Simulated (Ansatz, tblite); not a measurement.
# CuI with GFN2-xTB from a Python script

These are simulated results from tblite 0.8.0, not measurements. The cell was built from a prototype and was relaxed with r2SCAN in plane waves (Ansatz 0.2.0). Not every such cell is a known phase. All runs are without spin polarisation.

Space group Pm-3m (No. 221), cubic; conventional cell a = 3.661 Å, 24.54 Å³ an atom. Cu is surrounded by 8 I at 3.17 Å; I is surrounded by 8 Cu at 3.17 Å.

tblite solves periodic systems at the zone centre alone, so the script builds a cluster of 3×3×3 conventional cells (54 atoms), which folds in a coarse mesh of k points.

Input script:

```python
import json
from ase import Atoms
from ase.build import make_supercell
from ase.units import Bohr, GPa, Hartree
from tblite.interface import Calculator

atoms = Atoms(['Cu', 'I'],
              cell=[[3.66138962, 0.0, 0.0], [0.0, 3.66138962, 0.0], [0.0, 0.0, 3.66138962]],
              scaled_positions=[[0.0, 0.0, 0.0], [0.5, 0.5, 0.5]],
              pbc=True)
cluster = make_supercell(atoms, [[3, 0, 0], [0, 3, 0], [0, 0, 3]])
calc = Calculator('GFN2-xTB', cluster.numbers, cluster.positions / Bohr, lattice=cluster.cell[:] / Bohr, periodic=cluster.pbc)
calc.set('temperature', 0.02 / Hartree)
calc.set('max-iter', 150)
res = calc.singlepoint()
levels = res.get('orbital-energies') * Hartree
nv = round(res.get('orbital-occupations').sum() / 2)
cells = len(cluster) // len(atoms)
out = {'energy_per_cell': res.get('energy') * Hartree / cells, 'homo': levels[nv - 1], 'lumo': levels[nv],
       'stress': (-res.get('virial') * Hartree / cluster.get_volume() / GPa).tolist(), 'charges': res.get('charges')[:len(atoms)].tolist(), 'electrons': 2 * nv / cells}
json.dump(out, open('results.json', 'w'))
for key, value in out.items():
    print(key, value)
```

Command: `python run.py`. It took 3.6 s on 1 thread of Arm Neoverse V1 (shared host), peak memory 0.12 GiB.

What it printed:

```
------------------------------------------------------------
  cycle        total energy    energy error   density error
------------------------------------------------------------
      1     -208.0700166903  -2.0822930E+02   1.5001372E-01
      2     -209.4874489099  -1.4174322E+00   4.0236987E-02
      3     -209.4909207286  -3.4718186E-03   2.1615970E-02
      4     -209.4911528326  -2.3210404E-04   1.3961710E-03
      5     -209.4911689519  -1.6119337E-05   7.4286807E-04
      6     -209.4911754782  -6.5262221E-06   1.4018063E-04
      7     -209.4911760193  -5.4114275E-07   3.3564880E-05
      8     -209.4911760537  -3.4426279E-08   4.5412523E-06
------------------------------------------------------------

 total:                                   2.937 sec
energy_per_cell -211.13130593692233
homo -10.734517649268923
lumo -7.865030540223988
stress [[-3.092925760540764, -1.8458264468446305e-06, -1.8458264522628631e-06], [-1.8458264466205024e-06, -3.0929257605407705, -1.8458264590690469e-06], [-1.845826452339847e-06, -1.8458264589676886e-06, -3.0929257605407465]]
charges [0.23785491181698265, -0.23785699644694364]
electrons 18.0
```

The cycle table is in hartree for the whole cluster, and the lines after it are in eV (the energy for one cell). The printed stress is in GPa and positive in compression, and the pressure is its mean diagonal.

GFN2-xTB gives a gap of 2.87 eV. On the same cell, plane-wave PBE (Ansatz, 8×8×8 k points and the special points) gives no gap (an overlap of 0.43 eV at the points read) and r2SCAN no gap (an overlap of 0.10 eV at the points read); on shared hosts these took about 3.7 and 8.7 core-seconds on the 2-atom cell, against 3.6 for the script. Spin-orbit coupling, left out in all these runs, can cut or reorder the gap by tenths of an eV, up to about 1 eV with Pb or Bi. It shows a gap where PBE has none, though the cluster may miss the k points where PBE's bands overlap. xTB was fitted to molecules, so gaps, charges and pressures of solids can be far off, and the gap also depends on the size of the cluster.

The same script was run on cells scaled at fixed shape and fractional coordinates:

| volume (Å³/atom) | energy (meV/atom) | pressure (GPa, positive in compression) | gap (eV) |
| --- | --- | --- | --- |
| 21.60 | -15.2 | 1.84 | 2.28 |
| 23.07 | -19.2 | -0.98 | 2.66 |
| 24.54 | 0.0 | -3.09 | 2.87 |
| 26.01 | 35.6 | -4.71 | 2.96 |
| 27.49 | 84.8 | -5.93 | 3.03 |

A Birch-Murnaghan fit puts the minimum at 22.54 Å³/atom, 8.2 % below the given cell, with a bulk modulus of 41.6 GPa at fixed shape.

xTB was fitted mostly to molecules, and a small cluster samples few k points, so gaps, pressures and kinks along a curve can be far from a solid's.

Spin-orbit coupling is left out, which matters wherever the heavy atoms make up the band edges.
